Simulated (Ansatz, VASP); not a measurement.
# Cu (Cu(100)): VASP beside Ansatz, part 2 of 2

One calculation is typed for both programs; each brings its own data sets. How far apart do they land? Of the first pair: The structure shown is the start of the Ansatz relaxation below; VASP solves that cell, so the two are compared at the walk's first step.

VASP 6.6.1 and Ansatz 0.2.0.

So far: Set-up; Ansatz: relaxation, RPBE; VASP: single point, RPBE, start cell, pair 1.

## Step 4: Differences

Known differences besides the potentials themselves: the data sets hold 76 valence electrons in Ansatz (on its default PAW (the set named soft_2) files) and 44 in VASP; the cutoff is 420 eV in Ansatz and 520 eV in VASP; Ansatz makes its cores anew for this functional, VASP keeps those of its PBE data sets. Total energies have different zeros and are not compared.

Forces (eV/Å; atoms numbered as in POSCAR):

```
atom        Ansatz x, y, z          VASP x, y, z
 Cu1  0.000, 0.000, -0.104  0.000, 0.000, -0.131
 Cu2  0.000, 0.000, -0.219  0.000, 0.000, -0.216
 Cu3   0.000, 0.000, 0.219   0.000, 0.000, 0.216
 Cu4   0.000, 0.000, 0.104   0.000, 0.000, 0.131
```

The forces differ by 11 meV/Å r.m.s., which is 10.5 % of the r.m.s. force of 0.103 eV/Å (both taken over all components). With vacuum in the cell, a pressure given here is an average over mostly empty space and none of the material.

## Step 5: Ansatz: relaxation, RPBE

This run makes the geometry at which the two programs are then compared.

The structure compared here is the end of the Ansatz relaxation.

File input.yaml:

```yaml
crystal:
  lattice:
    - [2.5526554801, 0.0, 0.0]
    - [0.0, 2.5526554801, 0.0]
    - [0.0, 0.0, 23.415]
  atoms:
    - { symbol: Cu, position: [0.5, 0.5, 0.3843689942] }
    - { symbol: Cu, position: [0.0, 0.0, 0.4614563314] }
    - { symbol: Cu, position: [0.5, 0.5, 0.5385436686] }
    - { symbol: Cu, position: [0.0, 0.0, 0.6156310058] }
kpoints:
  mp_grid: { grid: [12, 12, 1] }
hamiltonian:
  xc: rpbe
scf:
  occupations: { method: fermi_dirac, width: 0.1 }
  convergence: { dr2_threshold: 1.0e-08 }
efield:
  axis: 3
  dipole_correction: true
  ramp_position: 0.97
  ramp_width: 0.06
relax:
  f_tol: 0.02
  max_steps: 60
  constraints: [{ sites: [0, 1] }]
output:
  write_potential: true
  write_density: true
  volumetric_format: npy
```

Command:

```bash
$ ansatz run input.yaml --threads 4 --pin off --max-ram 12288MiB --backend cpu --events-out ev --progress --plain --runs-dir out
```

Numbers of over 12 decimals in the logs are rounded to 6 here.

Output:

```text
[...]
Crystal: 4 atoms, lattice volume = 152.573 Å³
Basis set: ecut = 420 eV, 3011 PW (Γ), exchange–correlation on 36×36×320 points (8 copies of the dense FFT grid, shifted against one another)
Bands: 46, of which v1, the nominal top of the filled ones, is band 38 counted from 1 (37 counted from 0)
Symmetry: 8 space group operations
k-points: 28 of 144
[...]
--- Relaxed structure (3 steps of the walk, 3 accepted, 0 SCFs on fresh bases) ---
  F+E_penalty+E_count = -26520.43189142 eV   max|allowed force component| = 1.052e-2 eV/Å
  atoms:
    - { symbol: Cu, position: [0.5, 0.5, 0.384369] }
    - { symbol: Cu, position: [0.0, 0.0, 0.461456] }
    - { symbol: Cu, position: [0.5, 0.5, 0.541911] }
    - { symbol: Cu, position: [0, 0.0, 0.620016] }
[key lines of the parts left out:]
SCF converged after 10 iterations
Free energy (F): -26520.431891 eV
Fermi energy:    2.244457 eV
Dipole field:    D = -0.000502 V/Å  (p = -0.000423 e·Å, saw-weighted, corrected)
Work function:   Φ+ = 4.4141 eV   Φ− = 4.4024 eV
```

## Step 6: VASP: single point, RPBE, relaxed cell, pair 2

The same cell, functional, mesh and smearing now go to VASP, with its own data sets.

File INCAR:

```
SYSTEM = Cu
PREC = Accurate
ENCUT = 520
EDIFF = 1E-06
NELM = 120
ISMEAR = -1
SIGMA = 0.1
LREAL = .FALSE.
ALGO = Normal
GGA = RP
NBANDS = 28
LASPH = .TRUE.
LORBIT = 11
LWAVE = .FALSE.
LCHARG = .FALSE.
ISIF = 2
LDIPOL = .TRUE.
IDIPOL = 3
DIPOL = 0.5 0.5 0.502
LVHAR = .TRUE.
GGA_COMPAT = .FALSE.
NELMDL = -8
KPAR = 4
```

File POSCAR:

```
Cu
1.0
    2.5526554801      0.0000000000      0.0000000000
    0.0000000000      2.5526554801      0.0000000000
    0.0000000000      0.0000000000     23.4150000000
Cu
4
Direct
    0.5000000000      0.5000000000      0.3843689942
    0.0000000000      0.0000000000      0.4614563314
    0.5000000000      0.5000000000      0.5419114357
    0.0000000000      0.0000000000      0.6200160879
```

File KPOINTS:

```
Automatic mesh
0
Gamma
12 12 1
0 0 0
```

PAW data sets: Cu (PBE family, release 64).

Command:

```bash
$ mpirun -np 4 vasp_std
```

Output:

```text
[banner, memory and clock lines left out]
running    4 mpi-ranks, on    1 nodes
[...]
[... a notice as in an earlier step ...]

 LDA part: xc-table for (Slater+PW92), standard interpolation
 POSCAR, INCAR and KPOINTS ok, starting setup
[...]
entering main loop
       N       E                     dE             d eps       ncg     rms          rms(c)
DAV:   1     0.355786678424E+03    0.35579E+03   -0.19181E+04  1568   0.185E+03
DAV:   2     0.100730791773E+02   -0.34571E+03   -0.33414E+03  1572   0.366E+02
DAV:   3    -0.139215457602E+02   -0.23995E+02   -0.22929E+02  1724   0.150E+02
DAV:   4    -0.146988461404E+02   -0.77730E+00   -0.77202E+00  1732   0.321E+01
[...]
DAV:  24    -0.120125448761E+02   -0.52209E-05   -0.13251E-06  1072   0.246E-02    0.123E-03
DAV:  25    -0.120125497686E+02   -0.48925E-05   -0.51290E-07  1032   0.123E-02    0.940E-04
DAV:  26    -0.120125505920E+02   -0.82338E-06   -0.19001E-07  1084   0.116E-02
   1 F= -.12012551E+02 E0= -.11990156E+02  d E =-.447896E-01
```

From OUTCAR (step 6):

```text
  Total        0.0803632      0.0803632      0.2923983      0.0000000     -0.0000000      0.0000000
  in kB        0.8438963      0.8438963      3.0704844      0.0000000     -0.0000000      0.0000000
  external PRESSURE =       1.5860923 kB  Pullay stress =       0.0000000 kB

 POSITION                                       TOTAL-FORCE (eV/Angst)
 -----------------------------------------------------------------------------------
      1.27633      1.27633      9.00000         0.000000     -0.000000     -0.115605
      0.00000      0.00000     10.80500         0.000000      0.000000      0.078879
      1.27633      1.27633     12.68886        -0.000000      0.000000      0.008972
      0.00000      0.00000     14.51768         0.000000     -0.000000      0.027754
 -----------------------------------------------------------------------------------
    total drift:                                0.000000      0.000000      0.002010

  FREE ENERGIE OF THE ION-ELECTRON SYSTEM (eV)
  ---------------------------------------------------
  free  energy   TOTEN  =       -12.0125505920 eV

  energy  without entropy=      -11.9677609468  energy(sigma->0) =      -11.99015577

[... 2 parts as in an earlier step ...]

[... 1 further part left out ...]
[key lines of the parts left out:]
E-fermi :  -0.5789
```

## Step 7: Differences

What differs besides the data sets and the points named for the pairs above, as far as they apply: the data sets hold 76 valence electrons in Ansatz (on its default PAW (the set named soft_2) files) and 44 in VASP. Total energies have different zeros and are not compared.

Both answers:

| quantity | Ansatz | VASP | difference |
| --- | --- | --- | --- |
| work function, lower of the two faces (eV) | 4.40 | 4.38 | +0.02 |
| work function, higher of the two faces (eV) | 4.41 | 4.39 | +0.02 |

Forces (eV/Å; atoms numbered as in POSCAR):

```csv
atom,"Ansatz x, y, z","VASP x, y, z"
Cu1,"0.000, 0.000, -0.088","0.000, 0.000, -0.116"
Cu2,"0.000, 0.000, 0.077","0.000, 0.000, 0.079"
Cu3,"0.000, 0.000, 0.011","0.000, 0.000, 0.009"
Cu4,"0.000, 0.000, 0.001","0.000, 0.000, 0.028"
```

The forces differ by 11 meV/Å r.m.s., which is 27.2 % of the r.m.s. force of 0.041 eV/Å (both taken over all components). With vacuum in the cell, a pressure given here is an average over mostly empty space and none of the material.

## Step 8: VASP: single point, RPBE, pair 3

With cell and atoms fixed, the geometry can't cause a difference; cores, projectors, grids and the points listed under the comparison can. This pair takes another cell of the material, with 16 atoms against 4 for the pair before.

INCAR: that of step 6 with these lines changed.

```diff
@@ -10,3 +10,3 @@
 GGA = RP
-NBANDS = 28
+NBANDS = 109
 LASPH = .TRUE.
@@ -18,3 +18,3 @@
 IDIPOL = 3
-DIPOL = 0.5 0.5 0.502
+DIPOL = 0.5 0.5 0.464
 LVHAR = .TRUE.
```

File POSCAR:

```
Cu
1.0
    5.1053109602      0.0000000000      0.0000000000
    0.0000000000      5.1053109602      0.0000000000
    0.0000000000      0.0000000000     25.3210422323
Cu
16
Direct
    0.2500000000      0.2500000000      0.3554356064
    0.0000000000      0.0000000000      0.4267201919
    0.2500000000      0.2500000000      0.5006321757
    0.9942057001      0.9942057001      0.5749764228
    0.2500000000      0.7500000000      0.3554356064
    0.0000000000      0.5000000000      0.4267201919
    0.2500000000      0.7500000000      0.5012711709
    0.9942057001      0.5057942999      0.5749764228
    0.7500000000      0.2500000000      0.3554356064
    0.5000000000      0.0000000000      0.4267201919
    0.7500000000      0.2500000000      0.5012711709
    0.5057942999      0.9942057001      0.5749764228
    0.7500000000      0.7500000000      0.3554356064
    0.5000000000      0.5000000000      0.4267201919
    0.7500000000      0.7500000000      0.5007916318
    0.5057942999      0.5057942999      0.5749764228
```

File KPOINTS:

```
Automatic mesh
0
Gamma
6 6 1
0 0 0
```

Command:

```bash
$ mpirun -np 4 vasp_std
```

Output:

```text
[banner, memory and clock lines left out]
running    4 mpi-ranks, on    1 nodes
[...]
[... a notice as in an earlier step ...]

 LDA part: xc-table for (Slater+PW92), standard interpolation
 POSCAR, INCAR and KPOINTS ok, starting setup
[...]
entering main loop
       N       E                     dE             d eps       ncg     rms          rms(c)
DAV:   1     0.157531608640E+04    0.15753E+04   -0.72720E+04  2180   0.184E+03
DAV:   2     0.118190395655E+03   -0.14571E+04   -0.14041E+04  2180   0.407E+02
DAV:   3    -0.501986311326E+02   -0.16839E+03   -0.15548E+03  2294   0.193E+02
DAV:   4    -0.585563027298E+02   -0.83577E+01   -0.81887E+01  2416   0.577E+01
[...]
DAV:  29    -0.480131105978E+02   -0.28512E-05   -0.54842E-07  1453   0.779E-03    0.988E-04
DAV:  30    -0.480131138891E+02   -0.32912E-05   -0.48553E-07  1342   0.658E-03    0.265E-03
DAV:  31    -0.480131148713E+02   -0.98224E-06   -0.33923E-07  1352   0.685E-03
   1 F= -.48013115E+02 E0= -.47923459E+02  d E =-.179312E+00
```

OUTCAR, selected parts (step 8):

```text
  Total       -0.2064830     -0.2064830      0.1964644      0.0000000     -0.0000000      0.0000000
  in kB       -0.5012668     -0.5012668      0.4769453      0.0000000     -0.0000000      0.0000000
  external PRESSURE =      -0.1751961 kB  Pullay stress =       0.0000000 kB

 POSITION                                       TOTAL-FORCE (eV/Angst)
 -----------------------------------------------------------------------------------
      1.27633      1.27633      9.00000         0.000000      0.000000     -0.112758
      0.00000      0.00000     10.80500         0.001487      0.001487      0.076731
      1.27633      1.27633     12.67653         0.000000      0.000000      0.311925
      5.07573      5.07573     14.55900         0.240417      0.240417     -0.112003
      1.27633      3.82898      9.00000         0.000000      0.000000     -0.117333
      0.00000      2.55266     10.80500         0.001487     -0.001487      0.076731
      1.27633      3.82898     12.69271         0.000000      0.000000      0.121229
      5.07573      2.58224     14.55900         0.240417     -0.240417     -0.112003
      3.82898      1.27633      9.00000         0.000000      0.000000     -0.117333
      2.55266      0.00000     10.80500        -0.001487      0.001487      0.076731
      3.82898      1.27633     12.69271         0.000000     -0.000000      0.121229
      2.58224      5.07573     14.55900        -0.240417      0.240417     -0.112003
      3.82898      3.82898      9.00000         0.000000      0.000000     -0.118066
      2.55266      2.55266     10.80500        -0.001487     -0.001487      0.076731
      3.82898      3.82898     12.68057         0.000000      0.000000      0.052193
      2.58224      2.58224     14.55900        -0.240417     -0.240417     -0.112003
 -----------------------------------------------------------------------------------
    total drift:                               -0.000000      0.000000      0.010374

  FREE ENERGIE OF THE ION-ELECTRON SYSTEM (eV)
  ---------------------------------------------------
  free  energy   TOTEN  =       -48.0131148713 eV

  energy  without entropy=      -47.8338033507  energy(sigma->0) =      -47.92345911

[... 3 further parts left out ...]
[key lines of the parts left out:]
E-fermi :  -0.8703
```

## Step 9: Ansatz: single point, RPBE, pair 3

The same cell, functional, mesh and smearing now go to Ansatz, which takes its cutoff from its data sets.

The cell is taken from a series of runs on this material, whose earlier steps may have relaxed, scaled, displaced or heated it; both programs get it as it stands.

File input.yaml:

```yaml
crystal:
  lattice:
    - [5.1053109602, 0.0, 0.0]
    - [0.0, 5.1053109602, 0.0]
    - [0.0, 0.0, 25.3210422323]
  atoms:
    - { symbol: Cu, position: [0.25, 0.25, 0.3554356064] }
    - { symbol: Cu, position: [0.0, 0.0, 0.4267201919] }
    - { symbol: Cu, position: [0.25, 0.25, 0.5006321757] }
    - { symbol: Cu, position: [-0.0057942999, -0.0057942999, 0.5749764228] }
    - { symbol: Cu, position: [0.25, 0.75, 0.3554356064] }
    - { symbol: Cu, position: [0.0, 0.5, 0.4267201919] }
    - { symbol: Cu, position: [0.25, 0.75, 0.5012711709] }
    - { symbol: Cu, position: [-0.0057942999, 0.5057942999, 0.5749764228] }
    - { symbol: Cu, position: [0.75, 0.25, 0.3554356064] }
    - { symbol: Cu, position: [0.5, 0.0, 0.4267201919] }
    - { symbol: Cu, position: [0.75, 0.25, 0.5012711709] }
    - { symbol: Cu, position: [0.5057942999, -0.0057942999, 0.5749764228] }
    - { symbol: Cu, position: [0.75, 0.75, 0.3554356064] }
    - { symbol: Cu, position: [0.5, 0.5, 0.4267201919] }
    - { symbol: Cu, position: [0.75, 0.75, 0.5007916318] }
    - { symbol: Cu, position: [0.5057942999, 0.5057942999, 0.5749764228] }
kpoints:
  mp_grid: { grid: [6, 6, 1] }
hamiltonian:
  xc: rpbe
scf:
  occupations: { method: fermi_dirac, width: 0.1 }
  convergence: { dr2_threshold: 1.0e-08 }
efield:
  axis: 3
  dipole_correction: true
  ramp_position: 0.97
  ramp_width: 0.06
output:
  write_potential: true
  write_density: true
  volumetric_format: npy
```

Command:

```bash
$ ansatz run input.yaml --threads 4 --pin off --max-ram 12288MiB --backend cpu --events-out ev --progress --plain --runs-dir out
```

Output:

```text
[...]
Crystal: 16 atoms, lattice volume = 659.973 Å³
Basis set: ecut = 420 eV, 12877 PW (Γ)
Bands: 183, of which v1, the nominal top of the filled ones, is band 152 counted from 1 (151 counted from 0)
Symmetry: 8 space group operations
[...]
k-points: 10 of 36
[...]
k-point 0: bands = [... 148 lower, 1.4352, 1.4452, 1.4490, 1.4490, 1.7210, 1.7210, 1.7573, 1.7756, ... 27 higher]
  k-point 1: bands = [... 148 lower, 0.5959, 1.4871, 1.6567, 1.6658, 1.9331, 1.9813, 2.0210, 3.0386, ... 27 higher]
  k-point 2: bands = [... 148 lower, 0.3716, 1.2691, 2.0391, 2.0396, 2.1145, 2.7333, 2.7486, 3.2065, ... 27 higher]
  k-point 9: bands = [... 148 lower, 0.5644, 0.5986, 0.5986, 0.6355, 1.9661, 1.9955, 1.9955, 2.0444, ... 27 higher]
[key lines of the parts left out:]
SCF converged after 12 iterations
Free energy (F): -106081.685238 eV
Fermi energy:    1.737470 eV
Dipole field:    D = -0.001203 V/Å  (p = -0.004387 e·Å, saw-weighted, corrected)
Work function:   Φ+ = 4.4315 eV   Φ− = 4.4010 eV
```

## Step 10: Side by side

What differs besides the data sets and the points named for the pairs above, as far as they apply: the data sets hold 304 valence electrons in Ansatz (on its default PAW (the set named soft_2) files) and 176 in VASP. Total energies have different zeros and are not compared.

The two programs side by side:

| quantity | Ansatz | VASP | difference |
| --- | --- | --- | --- |
| work function, lower of the two faces (eV) | 4.40 | 4.38 | +0.02 |
| work function, higher of the two faces (eV) | 4.43 | 4.41 | +0.02 |

With vacuum in the cell, a pressure given here is an average over mostly empty space and none of the material.

## Step 11: Summary of results

```json
{
  "r.m.s. force difference (single point, RPBE, start cell, pair 1)": "11 meV/Å",
  "r.m.s. force difference (single point, RPBE, relaxed cell, pair 2)": "11 meV/Å",
  "difference in work function, higher of the two faces (single point, RPBE, pair 3)": "0.023 eV"
}
```

What this shows: The r.m.s. force difference is 11 meV/Å (single point, RPBE, relaxed cell, pair 2), within the 12 meV/Å picked in this series as the mark of a large difference. The data sets hold unlike numbers of valence electrons (76 in Ansatz and 44 in VASP and 304 in Ansatz and 176 in VASP), so part of the differences comes from the potentials. How closely two codes agree says nothing of how well the functional describes the real material.

[Lines on the potential files, build, host, timing and source positions are cut from VASP's logs without a mark.]

[Logs are printed without paths, hosts, clocks, repeated set-up lines and the standing remarks that a program may print on its own settings, such as how far it seeks lower states.]

[Hosts, paths, dates, database ids (printed as entryN), source tags and the programs' standing remarks are cut or masked in the printed files.]
